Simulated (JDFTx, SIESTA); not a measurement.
Given: the input of a run of JDFTx 1.7.0 (patched build) on Rh (Rhodium). 

Rh.in

```
lattice \
    0.0000000000     3.5864167256     3.5864167256 \
    3.5864167256     0.0000000000     3.5864167256 \
    3.5864167256     3.5864167256     0.0000000000
coords-type Lattice
ion Rh     0.0000000000     0.0000000000     0.0000000000 1

ion-species pseudo/Rh.upf
elec-cutoff 44
elec-ex-corr gga-PBE
kpoint-folding 12 12 12
elec-smearing Fermi 0.0018374661
elec-n-bands 14
electronic-SCF nIterations 100 energyDiffThreshold 1e-08
electronic-minimize nIterations 30 energyDiffThreshold 1e-7
converge-empty-states yes
forces-output-coords Cartesian

dump-name run.$VAR
dump End Ecomponents EigStats BandEigs Kpoints Forces Stress
```

Potentials or basis: PseudoDojo-SR-PBE-0.5-standard.

Run with:

```bash
$ jdftx -c 1 -i Rh.in -o Rh.out
```

Question: Set up the same calculation for SIESTA 5.4.2. Potentials or basis there: files PseudoDojo sr-pbe-0.4.1-standard, DZP (energy shift 0.003 Ry; two zetas on semicore shells).

Answer: As run (cutoffs and basis follow the program's own potentials, and thresholds, step limits or extra output files can differ):

File Rh.fdf:

```
SystemName                      Rhodium
SystemLabel                     Rh
NumberOfSpecies                 1
NumberOfAtoms                   1
%block ChemicalSpeciesLabel
  1  45 Rh
%endblock ChemicalSpeciesLabel
%include structure.fdf

%block kgrid.MonkhorstPack
   12   0   0  0.0
    0  12   0  0.0
    0   0  12  0.0
%endblock kgrid.MonkhorstPack
XC.Functional                   GGA
XC.Authors                      PBE
PAO.BasisSize                   DZP
PAO.EnergyShift                 0.003 Ry
Mesh.Cutoff                     800 Ry
OccupationFunction              FD
ElectronicTemperature           0.05 eV
MaxSCFIterations                120
SCF.MustConverge                false
SCF.Mixer.Method                Pulay
SCF.Mixer.Weight                0.25
SCF.Mixer.History               8
SCF.DM.Tolerance                5.0e-05
SCF.H.Tolerance                 1.0e-03 eV
WriteForces                     true
Charge.Mulliken                 end
%block PAO.Basis
  Rh 5
  n=4 0 2
    2.902 0.000
  n=5 0 2
    8.446 0.000
  n=4 1 2
    3.313 0.000
  n=5 1 1
    8.446
  n=4 2 2
    5.624 0.000
%endblock PAO.Basis
```

structure.fdf

```
LatticeConstant                 1.0 Ang
%block LatticeVectors
     0.0000000000     1.8978500000     1.8978500000
     1.8978500000     0.0000000000     1.8978500000
     1.8978500000     1.8978500000     0.0000000000
%endblock LatticeVectors
AtomicCoordinatesFormat         Fractional
%block AtomicCoordinatesAndAtomicSpecies
     0.0000000000     0.0000000000     0.0000000000  1  Rh
%endblock AtomicCoordinatesAndAtomicSpecies
```

Potentials or basis: PseudoDojo 0.4 standard (PBE files), converted to PSML, two zetas on semicore shells, DZP (energy shift 0.003 Ry; two zetas on semicore shells).

Command:

```console
$ siesta < Rh.fdf > Rh.out 2>&1
```

Both were run:

|  | JDFTx | SIESTA |
| --- | --- | --- |
| Pressure | 7.7 GPa | 11.8 GPa |

The two runs disagree by more than potentials and bases usually give (in gap, levels, pressure or energy); the cause wasn't traced.

Pressure is positive in compression.
